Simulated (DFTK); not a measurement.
The system is Mo.

```
CELL_PARAMETERS angstrom
-1.58381 1.58381 1.58381
1.58381 -1.58381 1.58381
1.58381 1.58381 -1.58381
ATOMIC_POSITIONS crystal
Mo 0.00000 0.00000 0.00000
```

Base run:

```yaml
Program: DFTK 0.8.2
Functional: PBEsol
Potentials_or_basis: SG15 1.2 (PBE)
Cutoff: 1225 eV
k_mesh: 12 × 12 × 12
Occupations: fermi-dirac, width 0.05 eV
Spin: no spin polarisation
```

Its results: band gap on the k mesh none (metal or under the smearing width); pressure -9.3 GPa.

After a change of settings the same cell gave: band gap on the k mesh none (metal or under the smearing width); pressure -5.4 GPa. Which change was it?
A. functional from PBEsol to r2SCAN
B. potentials or basis from SG15 1.2 (PBE) to dojo.nc.sr.pbesol.v0_4_1.standard.upf (PBEsol); cutoff from 1225 eV to 1088 eV
C. functional from PBEsol to LDA
D. potentials or basis from SG15 1.2 (PBE) to cp2k.nc.sr.pbe.v0_1.largecore.gth (PBE, GTH); cutoff from 1225 eV to 1306 eV

A.

Caveats: the potentials were made for another functional, which shifts forces and pressure.
